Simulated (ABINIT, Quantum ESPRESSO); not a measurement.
This is a calculation of Au for Quantum ESPRESSO 7.5. The given cell was strained at random by a few per cent at fixed volume. This isn't the form of Au at room conditions, which is fcc.

The input pw.in:

```
&CONTROL
  calculation = 'scf'
  prefix = 'pwscf'
  outdir = './tmp'
  pseudo_dir = './pseudo'
  tprnfor = .true.
  tstress = .true.
  disk_io = 'nowf'
/
&SYSTEM
  ibrav = 0
  nat = 1
  ntyp = 1
  ecutwfc = 60
  nbnd = 16
  occupations = 'smearing'
  smearing = 'fd'
  degauss = 0.00367493
/
&ELECTRONS
  conv_thr = 2d-10
  electron_maxstep = 120
  mixing_beta = 0.5
/
ATOMIC_SPECIES
Au   196.9666 Au_ONCV_PBE-1.0.oncvpsp.upf
CELL_PARAMETERS angstrom
   2.8073190000   -0.0433470000   -0.0008520000
  -0.0433470000    2.6634960000   -0.0240980000
  -0.0008520000   -0.0240980000    2.7774360000
ATOMIC_POSITIONS crystal
Au     0.4894220000    0.4834150000    0.4898520000
K_POINTS automatic
10 10 10 0 0 0
```

Potentials or basis: SSSP 1.3 efficiency PBE.

Command:

```console
$ OMP_NUM_THREADS=1 pw.x -in pw.in > pw.out
```

Task: What does the same run look like in ABINIT 10.8.3 (patched build)? Potentials or basis there: JTH PAW PBE v2.0, cutoff 544 eV.

Result: As run (cutoffs and basis follow the program's own potentials, and thresholds, step limits or extra output files can differ):

run.abi

```
# Pseudopotentials
pp_dirpath "./"
pseudos "Au.GGA_PBE-JTH.xml"

# Structure
acell 5.3056966659 5.0341504573 5.2487911663
rprim
     0.9998807675    -0.0154388695    -0.0003034562
    -0.0162716548     0.9998266871    -0.0090459394
    -0.0003067462    -0.0086760206     0.9999623156
ntypat 1
znucl 79
natom 1
typat 1
xred
     0.4894220000     0.4834150000     0.4898520000
chkprim 0
chksymtnons 0
tolsym 1.0e-6

# Plane-wave basis
ecut 20.0
pawecutdg 40.0
pawxcdev 0

# k points
kptopt 1
ngkpt 10 10 10
nshiftk 1
shiftk 0.0 0.0 0.0

# Exchange and correlation
ixc 11

# Bands and occupations
nband 10
occopt 3
tsmear 0.00183747

# SCF cycle
nstep 100
tolvrs 1.0e-9

# Output
iomode 3
prtwf 0
prtden 0
prteig 0
prtebands 0
enunit 2
```

Potentials or basis: JTH PAW PBE v2.0.

Run with:

```bash
$ abinit run.abi > log 2>&1
```

Both were run:

|  | Quantum ESPRESSO | ABINIT |
| --- | --- | --- |
| Pressure | 0.3 GPa | 1.2 GPa |
| Energy over the undisturbed cell | 21.8 meV/atom | 22.7 meV/atom |

The potentials hold 19 and 11 valence electrons a cell.

Pressure is positive in compression.
